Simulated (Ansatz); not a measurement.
**What moves the pressure of SnSe?**

```yaml
crystal:
  lattice:
    - [0.00000, 3.01000, 3.01000]
    - [3.01000, 0.00000, 3.01000]
    - [3.01000, 3.01000, 0.00000]
  atoms:
    - { symbol: Sn, position: [0.00000, 0.00000, 0.00000] }
    - { symbol: Se, position: [0.50000, 0.50000, 0.50000] }
```

Atoms are numbered in the order listed.

The cell is COD entry 9008725, as deposited and not checked against the literature; nothing was relaxed.

All numbers below come from DFT, PBE, all-electron LAPW, scalar-relativistic (Ansatz 0.2.0).

Numerical set-up: a Γ-centred 9×9×9 k mesh, Fermi–Dirac smearing of 0.02 eV, basis error target 0.25 meV/atom, no spin polarisation.

Spin–orbit coupling is off unless a change turns it on.

In this reference run the pressure is 1.0 GPa (positive in compression). Each change below is made alone, on the same k mesh, with fractional coordinates held unless an atom is moved; x, y and z are the Cartesian axes.

**Question.** Order the changes by the shift of the pressure, most negative first.
A. functional pbesol
B. volume scaled by 1.01
C. functional lda
D. volume scaled by 1.02
E. spin-orbit coupling on
F. volume scaled by 0.98

**Answer.** C (-4.3 GPa), A (-2.9 GPa), D (-1.0 GPa), B (-0.5 GPa), E (0.0 GPa), F (+1.1 GPa).
